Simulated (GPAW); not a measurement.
A run of GPAW 26.7.0 is set up as follows.

The input run.py:

```python
from ase import Atoms
from ase.dft.bandgap import bandgap
from ase.io import write
from ase.units import GPa
from gpaw import GPAW, PW

atoms = Atoms(['Fe', 'Fe'],
              cell=[[2.4341575853, 0.0, 0.0],
                    [-1.2170787927, 2.1080423057, 0.0],
                    [0.0, 0.0, 3.84193447]],
              scaled_positions=[[0.6666666667, 0.3333333333, 0.75],
                                [0.3333333333, 0.6666666667, 0.25]],
              pbc=True)
atoms.set_initial_magnetic_moments([4.0, -4.0])

calc = GPAW(mode=PW(450),
            xc='PBE',
            kpts={'size': (10, 10, 6), 'gamma': True},
            occupations={'name': 'fermi-dirac', 'width': 0.05},
            nbands=19,
            maxiter=120,
            txt='gpaw.txt')
atoms.calc = calc
energy = atoms.get_potential_energy()
forces = atoms.get_forces()
stress = atoms.get_stress()
calc.write('gs.gpw')
write('result.traj', atoms)
print(f'Energy: {energy:.6f} eV')
print('Forces (eV/A):')
print(forces.round(4))
print('Stress (GPa):', (stress / GPa).round(3))
print('Moments:', calc.get_magnetic_moments().round(3))
print('Fermi level:', round(calc.get_fermi_level(), 4), 'eV')
print(f'Gap: {bandgap(calc)[0]:.4f} eV, direct: {bandgap(calc, direct=True)[0]:.4f} eV')
```

Potentials or basis: GPAW PAW data sets (gpaw-data 1.2.1), pw.

Command:

```console
$ OMP_NUM_THREADS=1 python run.py
```

(1) Predict the site moments.

(2) What does it give for the pressure?

## Answers

(1) Fe +0.18, -0.18 μB.

(2) 9.9 GPa.

Caveat: the cutoff is short for stress and forces, so pressures can be off by a GPa or more; the moment fell far below its start of 4 μB, so a state of higher moment may lie lower in energy.
